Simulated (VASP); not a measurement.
# Ir (Im-3m) in VASP: a series of runs, part 2 of 2

VASP 6.6.1. Earlier steps stand in the parts before.

### 4 Single point, PBEsol

INCAR reads:

```
SYSTEM = Ir
  PREC = Accurate
  ENCUT = 520
  EDIFF = 1E-6
  ISMEAR = 0
  SIGMA = 0.5
  LREAL = .FALSE.
  LASPH = .TRUE.
  NELM = 60
  ALGO = Fast
  ISIF = 2
  LWAVE = .FALSE.
  LCHARG = .FALSE.
  GGA = PS
```

KPOINTS reads:

```
Automatic mesh
0
G
  20 20 20
  0 0 0
```

POSCAR reads:

```
Ir
1.0
   -1.5395400000      1.5395400000      1.5395400000
    1.5395400000     -1.5395400000      1.5395400000
    1.5395400000      1.5395400000     -1.5395400000
Ir
1
Direct
    0.0000000000      0.0000000000      0.0000000000
```

Potentials or basis: VASP PAW PBE potentials, release 64 (Ir).

On the command line:

```
$ cat potpaw_PBE.64/Ir/POTCAR > POTCAR
$ mpirun -np 1 vasp_std > vasp.out
```

OUTCAR:

```text
SYSTEM = Ir
   PREC = Accurate
   ENCUT = 520
   EDIFF = 1E-6
   ISMEAR = 0
   LREAL = .FALSE.
   LASPH = .TRUE.
   NELM = 60
   ISIF = 2
   GGA = PS

 ion  position               nearest neighbor table
   1  0.000  0.000  0.000-

  LATTYP: Found a body centered cubic cell.
 ALAT       =     3.0790800000

  Lattice vectors:

 A1 = (  -1.5395400000,   1.5395400000,   1.5395400000)
 A2 = (   1.5395400000,  -1.5395400000,   1.5395400000)
 A3 = (   1.5395400000,   1.5395400000,  -1.5395400000)

Analysis of symmetry for initial positions (statically):
=====================================================================
 Subroutine PRICEL returns:
 Original cell was already a primitive cell.

 Routine SETGRP: Setting up the symmetry group for a
 body centered cubic supercell.

 Subroutine GETGRP returns: Found 48 space group operations
 (whereof 48 operations were pure point group operations)
 out of a pool of 48 trial point group operations.

The static configuration has the point symmetry O_h .

Analysis of symmetry for dynamics (positions and initial velocities):
=====================================================================
 Subroutine PRICEL returns:
 Original cell was already a primitive cell.

 Routine SETGRP: Setting up the symmetry group for a
 body centered cubic supercell.

 Subroutine GETGRP returns: Found 48 space group operations
 (whereof 48 operations were pure point group operations)
 out of a pool of 48 trial point group operations.

The dynamic configuration has the point symmetry O_h .

 Subroutine INISYM returns: Found 48 space group operations
 (whereof 48 operations are pure point group operations),
 and found     1 'primitive' translations

----------------------------------------------------------------------------------------

                                     Primitive cell

  volume of cell :      14.5960

  direct lattice vectors                    reciprocal lattice vectors
    -1.539540000  1.539540000  1.539540000     0.000000000  0.324772335  0.324772335
     1.539540000 -1.539540000  1.539540000     0.324772335  0.000000000  0.324772335
     1.539540000  1.539540000 -1.539540000     0.324772335  0.324772335  0.000000000

  length of vectors
     2.666561500  2.666561500  2.666561500     0.459297440  0.459297440  0.459297440

  position of ions in fractional coordinates (direct lattice)
     0.000000000  0.000000000  0.000000000

  ion indices of the primitive-cell ions
   primitive index   ion index
                 1           1

----------------------------------------------------------------------------------------

 KPOINTS: Automatic mesh

Automatic generation of k-mesh.
 Grid dimensions read from file:
 generate k-points for:   20   20   20

 Generating k-lattice:

  Cartesian coordinates                     Fractional coordinates (reciprocal lattice)
     0.000000000  0.016238617  0.016238617     0.050000000  0.000000000  0.000000000
     0.016238617  0.000000000  0.016238617     0.000000000  0.050000000  0.000000000
     0.016238617  0.016238617  0.000000000     0.000000000  0.000000000  0.050000000

  Length of vectors
     0.022964872  0.022964872  0.022964872

  Shift w.r.t. Gamma in fractional coordinates (k-lattice)
     0.000000000  0.000000000  0.000000000

 Subroutine IBZKPT returns following result:
 ===========================================

 Found    256 irreducible k-points:

 Following reciprocal coordinates:
            Coordinates               Weight
  0.000000  0.000000  0.000000      1.000000
  0.050000  0.000000  0.000000     12.000000
  0.100000  0.000000  0.000000     12.000000
  0.150000  0.000000  0.000000     12.000000
  0.200000  0.000000  0.000000     12.000000
  0.250000  0.000000  0.000000     12.000000
[... 16 lines left out ...]
  0.200000  0.100000  0.000000     48.000000
  0.250000  0.100000  0.000000     48.000000
 [... further k-points ...]
   k-points           NKPTS =    256   k-points in BZ     NKDIM =    256   number of bands    NBANDS=      8
   number of dos      NEDOS =    301   number of ions     NIONS =      1
   total plane-waves  NPLWV =   8000
   dimension x,y,z NGX =    20 NGY =   20 NGZ =   20
   dimension x,y,z NGXF=    40 NGYF=   40 NGZF=   40
   ions per type =               1
   NGX,Y,Z   is equivalent  to a cutoff of  12.47, 12.47, 12.47 a.u.
   NGXF,Y,Z  is equivalent  to a cutoff of  24.94, 24.94, 24.94 a.u.
 SYSTEM =  Ir
   PREC   = accura    normal or accurate (medium, high low for compatibility)
   ISTART =      0    job   : 0-new  1-cont  2-samecut
   ICHARG =      2    charge: 1-file 2-atom 10-const
   ISPIN  =      1    spin polarized calculation?
   LNONCOLLINEAR =      F non collinear calculations
   LSORBIT =      F    spin-orbit coupling
   LASPH  =      T    aspherical Exc in radial PAW
   ENCUT  =  520.0 eV  38.22 Ry    6.18 a.u.   4.96  4.96  4.96*2*pi/ulx,y,z
   NELM   =     60;   NELMIN=  2; NELMDL= -5     # of ELM steps
   EDIFF  = 0.1E-05   stopping-criterion for ELM
   LREAL  =      F    real-space projection
   EDIFFG = 0.1E-04   stopping-criterion for IOM
   NSW    =      0    number of steps for IOM
   IBRION =     -1    ionic relax: 0-MD 1-quasi-New 2-CG
   NFREE  =      0    steps in history (QN), initial steepest desc. (CG)
   ISIF   =      2    stress and relaxation
   ISYM   =      2    0-nonsym 1-usesym 2-fastsym
   POTIM  = 0.5000    time-step for ionic-motion
   TEBEG  =    0.0;   TEEND  =   0.0 temperature during run
   PSTRESS=    0.0 pullay stress
   NELECT =       9.0000    total number of electrons
   NUPDOWN=      -1.0000    fix difference up-down
   EMIN   =  10.00;   EMAX   =-10.00  energy-range for DOS
   EFERMI =   0.00;   METHOD = LEGACY
   ISMEAR =     0;   SIGMA  =   0.50  broadening in eV -4-tet -1-fermi 0-gaus
   EFERMI_NEDOS =   21; number of points for ismear=-14 and -15
   IALGO  =     68    algorithm
   IMIX   =      4    mixing-type and parameters
     AMIX     =   0.40;   BMIX     =  1.00
     AMIX_MAG =   1.60;   BMIX_MAG =  1.00
  volume/ion in A,a.u.               =      14.60        98.50
  Fermi-wavevector in a.u.,A,eV,Ry     =   1.393407  2.633158 26.416846  1.941583
  Thomas-Fermi vector in A             =   2.517056
   LORBIT       =      0    0 simple, 1 ext, 2 COOP (PROOUT), +10 PAW based schemes
   GGA     = PS    functional components
   LHFCALC =     F    Hartree Fock is set to
   AEXX    =    0.0000 exact exchange contribution
   IVDW    =     0    specifies the selected vdW correction
   LEPSILON=     F    determine dielectric tensor
   LRPA    =     F    only Hartree local field effects (RPA)
 non-spin polarized calculation
 RMM-DIIS sequential band-by-band and
 Gauss-broadening in eV      SIGMA  =   0.50
  energy-cutoff  :      520.00
  volume of cell :       14.60
 maximum number of plane-waves:       420
   NGX =  9   NGY =  9   NGZ =  9

 number of electron       9.0000000 magnetization

 Free energy of the ion-electron system (eV)
  ---------------------------------------------------
  ext. energy  EPLUGINS =         0.00000000
  ---------------------------------------------------
  free energy    TOTEN  =        -9.27584618 eV

  energy without entropy =       -9.04746151  energy(sigma->0) =       -9.16165385

 E-fermi :   9.5006     XC(G=0): -13.9028

 val. band max:        9.4966835721   @ k =   0.3000   0.2000   0.1000
 cond. band min:       9.5006683059   @ k =   0.3500   0.1500   0.1000
 fundamental gap:      0.0039847338
 Fermi energy:         9.5005815206

 k-point     1 :       0.0000    0.0000    0.0000
  band No.  band energies     occupation
      1      -1.1358      2.00000
      2       5.9012      2.00000
      3       5.9012      2.00000
      4       5.9012      2.00000
      5       8.9448      1.88407
      6       8.9448      1.88407
      7      26.4088      0.00000
      8      26.4088      0.00000
[... 243 lines left out ...]
 k-point    24 :       0.2500    0.1000    0.0000
  band No.  band energies     occupation
      1       2.0196      2.00000
      2       4.6945      2.00000
      3       5.6530      2.00000
      4       8.3385      1.99899
      5       9.3167      1.39696
      6       9.7256      0.52446
      7      23.0598      0.00000
      8      24.9908      0.00000

 [... further k-points ...]

------------------------ aborting loop because EDIFF is reached ----------------------------------------

  FORCE on cell =-STRESS in cart. coord.  units (eV):
  Direction    XX          YY          ZZ          XY          YZ          ZX
  --------------------------------------------------------------------------------------
  -------------------------------------------------------------------------------------
  Total        0.1762305      0.1762305      0.1762305     -0.0000000     -0.0000000      0.0000000
  in kB       19.3445508     19.3445508     19.3445508     -0.0000000     -0.0000000      0.0000000
  external PRESSURE =      19.3445508 kB  Pullay stress =       0.0000000 kB

 VOLUME and BASIS-vectors are now :
 -----------------------------------------------------------------------------
  energy-cutoff  :      520.00
  volume of cell :       14.60
      direct lattice vectors                 reciprocal lattice vectors
    -1.539540000  1.539540000  1.539540000     0.000000000  0.324772335  0.324772335
     1.539540000 -1.539540000  1.539540000     0.324772335  0.000000000  0.324772335
     1.539540000  1.539540000 -1.539540000     0.324772335  0.324772335  0.000000000

 POSITION                                       TOTAL-FORCE (eV/Angst)
 -----------------------------------------------------------------------------------
      0.00000      0.00000      0.00000        -0.000000     -0.000000     -0.000000
 -----------------------------------------------------------------------------------
    total drift:                               -0.000000     -0.000000      0.000000

  FREE ENERGIE OF THE ION-ELECTRON SYSTEM (eV)
  ---------------------------------------------------
  free  energy   TOTEN  =        -9.2758461759 eV

  energy  without entropy=       -9.0474615150  energy(sigma->0) =       -9.16165385
```

OSZICAR:

```text
N       E                     dE             d eps       ncg     rms          rms(c)
DAV:   1     0.410987335150E+02    0.41099E+02   -0.44626E+03  4168   0.102E+03
DAV:   2    -0.916116244290E+01   -0.50260E+02   -0.48831E+02  4184   0.204E+02
DAV:   3    -0.979677427661E+01   -0.63561E+00   -0.63244E+00  5272   0.306E+01
DAV:   4    -0.980208567565E+01   -0.53114E-02   -0.53098E-02  5152   0.226E+00
DAV:   5    -0.980215198178E+01   -0.66306E-04   -0.66306E-04  5640   0.187E-01    0.156E+01
RMM:   6    -0.935546814396E+01    0.44668E+00   -0.49797E-01  4117   0.107E+01    0.663E+00
RMM:   7    -0.927884389710E+01    0.76624E-01   -0.26623E-01  4260   0.536E+00    0.181E+00
RMM:   8    -0.927957332658E+01   -0.72943E-03   -0.29902E-02  4645   0.277E+00    0.154E+00
RMM:   9    -0.927995017752E+01   -0.37685E-03   -0.83810E-03  4680   0.965E-01    0.984E-01
RMM:  10    -0.927576169370E+01    0.41885E-02   -0.88397E-03  4206   0.178E+00    0.505E-01
RMM:  11    -0.927591829699E+01   -0.15660E-03   -0.34438E-04  4500   0.248E-01    0.318E-01
RMM:  12    -0.927589814584E+01    0.20151E-04   -0.11872E-04  4779   0.130E-01    0.246E-01
RMM:  13    -0.927589999977E+01   -0.18539E-05   -0.30441E-05  4756   0.504E-02    0.245E-01
RMM:  14    -0.927591269094E+01   -0.12691E-04   -0.49069E-06  3716   0.208E-02    0.207E-01
RMM:  15    -0.927597326847E+01   -0.60578E-04   -0.20154E-05  4870   0.689E-02    0.192E-01
RMM:  16    -0.927584146484E+01    0.13180E-03   -0.41430E-04  7166   0.310E-01    0.595E-02
RMM:  17    -0.927584529661E+01   -0.38318E-05   -0.16234E-05  4802   0.630E-02    0.331E-02
RMM:  18    -0.927584617593E+01   -0.87933E-06   -0.10532E-06  2464   0.102E-02
   1 F= -.92758462E+01 E0= -.91616538E+01  d E =-.228385E+00
```

stdout:

```text
POSCAR found type information on POSCAR Ir
 POSCAR found :  1 types and       1 ions
 scaLAPACK will be used
 -----------------------------------------------------------------------------
|                                                                             |
|                                                                             |
|     You enforced a specific xc type in the INCAR file but a different       |
|     I HOPE YOU KNOW WHAT YOU ARE DOING!                                     |
|                                                                             |
 -----------------------------------------------------------------------------

 LDA part: xc-table for (Slater+PW92), standard interpolation
 POSCAR, INCAR and KPOINTS ok, starting setup
 FFT: planning ... GRIDC
 FFT: planning ... GRID_SOFT
 FFT: planning ... GRID
 WAVECAR not read
 entering main loop
```

It took 27 s on 1 thread of AMD EPYC 7R13 (Zen 3), shared host; peak memory 0.12 GiB.

What came out:

| Item | Value |
| --- | --- |
| Free energy | -9.2758 eV |
| Pressure | 1.9 GPa |
| Band gap on the k mesh | none (metal or under the smearing width) |

Caveat: the PAW data sets were made with another functional, which shifts forces and pressure a little. Spin-orbit coupling is left out, which matters for the levels of Ir.

### 5 The runs side by side

| k mesh | cutoff (eV) | smearing | gap on the mesh (eV) | pressure (GPa) |
| --- | --- | --- | --- | --- |
| 20 × 20 × 20 | 700 | gaussian 0.1 eV | none | 0.1 |
| 28 × 28 × 28 | 520 | gaussian 0.1 eV | none | 0.0 |
| 20 × 20 × 20 | 520 | gaussian 0.5 eV | none | 1.9 |

Alike in all rows: task single point; level PBEsol; potentials or basis VASP PAW PBE potentials, release 64 (Ir); no spin polarisation; cell as given.

Every run on the cell as given and a fine mesh finds a metal.

Caveats: the PAW data sets were made with another functional, which shifts forces and pressure a little.

Absolute energies hang on the potentials; compare differences alone.
